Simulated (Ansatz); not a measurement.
Crystal: MoS2.

```
CELL_PARAMETERS angstrom
3.16900 0.00000 0.00000
-1.58450 2.74443 0.00000
0.00000 0.00000 12.32400
ATOMIC_POSITIONS crystal
Mo 0.66667 0.33333 0.75000
Mo 0.33333 0.66667 0.25000
S 0.66667 0.33333 0.37700
S 0.33333 0.66667 0.87700
S 0.66667 0.33333 0.12300
S 0.33333 0.66667 0.62300
```

Base run:

* Program: Ansatz 0.2.0
* Functional: r2SCAN
* Potentials or basis: Ansatz PAW
* Cutoff: 500 eV (not typed: the program's choice for these potentials)
* k mesh: 10 × 10 × 3
* Occupations: fermi-dirac, width 0.05 eV
* Spin: no spin polarisation

Its results: band gap on the k mesh 1.03 eV, indirect (least direct gap 1.98 eV); pressure 0.8 GPa.

**Question.** After a change of settings the same cell gave: band gap on the k mesh 0.97 eV, indirect (least direct gap 1.87 eV); pressure 4.7 GPa. Which change was it?
A. functional from r2SCAN to BLYP; cutoff from 500 eV (not typed: the program's choice for these potentials) to 420 eV (not typed: the program's choice for these potentials)
B. functional from r2SCAN to PBEsol; cutoff from 500 eV (not typed: the program's choice for these potentials) to 420 eV (not typed: the program's choice for these potentials)
C. functional from r2SCAN to RPBE; cutoff from 500 eV (not typed: the program's choice for these potentials) to 420 eV (not typed: the program's choice for these potentials)
D. functional from r2SCAN to LDA; cutoff from 500 eV (not typed: the program's choice for these potentials) to 420 eV (not typed: the program's choice for these potentials)

**Answer.** C.

Caveats: the PAW data sets come from PBE, with cores solved anew for the run's functional, which leaves a small shift of forces and pressure; this functional lacks dispersion, which binds the layers, so the pressure and a relaxed spacing across them are unreliable (some runs).
